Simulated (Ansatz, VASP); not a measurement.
SnTe: VASP beside Ansatz

POSCAR

```
SnTe
1.0
    0.0000000000      3.5839840092      3.5839840092
    3.7854039105      0.0000000000      3.5839840092
    3.7854039105      3.5839840092      0.0000000000
Sn Te
1 1
Direct
    0.0000000000      0.0000000000      0.0000000000
    0.2500000000      0.2500000000      0.2500000000
```

Contents of INCAR.step1:

```
SYSTEM = SnTe
PREC     = Accurate       ! precision mode
ENCUT    = 520            ! plane-wave cutoff, eV
ISMEAR   = -1             ! smearing method
SIGMA    = 0.02           ! smearing width, eV
LREAL    = .FALSE.        ! projectors in reciprocal space
LASPH    = .TRUE.         ! aspherical terms in the spheres
NELM     = 80             ! most SCF steps
NBANDS   = 17             ! bands
GGA      = PE             ! functional
ALGO     = Normal         ! electronic algorithm
EDIFF    = 1E-4           ! SCF threshold, eV
LWAVE    = .TRUE.         ! write WAVECAR
LCHARG   = .FALSE.        ! write CHGCAR
```

The input INCAR.step2:

```
SYSTEM = SnTe
PREC     = Accurate       ! precision mode
ENCUT    = 520            ! plane-wave cutoff, eV
EDIFF    = 1E-6           ! SCF threshold, eV
ISMEAR   = -1             ! smearing method
SIGMA    = 0.02           ! smearing width, eV
LREAL    = .FALSE.        ! projectors in reciprocal space
LASPH    = .TRUE.         ! aspherical terms in the spheres
NELM     = 80             ! most SCF steps
ALGO     = Normal         ! electronic algorithm
ISIF     = 2              ! what is computed and relaxed
LWAVE    = .FALSE.        ! write WAVECAR
LCHARG   = .FALSE.        ! write CHGCAR
METAGGA  = R2SCAN         ! meta-GGA
LMIXTAU  = .TRUE.       
NBANDS   = 17             ! bands
ISTART   = 1
```

The input KPOINTS:

```
regular mesh
0
G
  6 6 6
  0 0 0
```

Input for Ansatz:

```yaml
crystal:
  lattice:
    - [0.0, 3.5839840092, 3.5839840092]
    - [3.7854039105, 0.0, 3.5839840092]
    - [3.7854039105, 3.5839840092, 0.0]
  atoms:
    - { symbol: Sn, position: [0.0, 0.0, 0.0] }
    - { symbol: Te, position: [0.25, 0.25, 0.25] }
kpoints:
  mp_grid: { grid: [6, 6, 6] }
  band_path:
    path:
      - [0.0, 0.0, 0.0]
      - [-0.5, -0.5, 0.0]
      - [-0.375, -0.375, 0.25]
      - [-0.375, 0.0, 0.375]
      - [0.0, 0.0, 0.5]
      - [-0.5, -0.25, 0.25]
      - [0.231771, -0.5, -0.268229]
      - [0.5, 0.0, 0.5]
    npoints: 1
hamiltonian:
  xc: r2scan
scf:
  occupations: { method: fermi_dirac, width: 0.02 }
  n_extra_bands: 4
output:
  forces: true
  stress: true
  eigenvalues: true
  write_density: true
  write_potential: true
  elf: true
  volumetric_format: npy
```

Change from the starting cell: uniaxial_x strain +5.6%.

Alike in both runs: task single point; functional r2SCAN; k mesh 6 × 6 × 6; occupations fermi-dirac, width 0.02 eV; no spin polarisation.

```csv
,VASP,Ansatz
version,VASP 6.6.1,Ansatz 0.2.0
potentials or method,"VASP PAW PBE potentials, release 64 (Sn_d, Te)","plane waves, PAW"
plane-wave cutoff (eV),520,500
valence electrons in the cell,20,30
```

```tsv
	VASP	Ansatz	Ansatz less VASP
pressure (GPa)	-1.4	-1.4	+0.01
largest component of the traceless stress (GPa)	0.13	0.13	+0.001
```

The two sets of potentials don't hold the same shells in valence.

Caveats: the PAW data sets were made with another functional, which shifts forces and pressure a little (VASP); spin-orbit coupling is left out, which moves the levels of the heavy elements. A k mesh can miss the band edges.
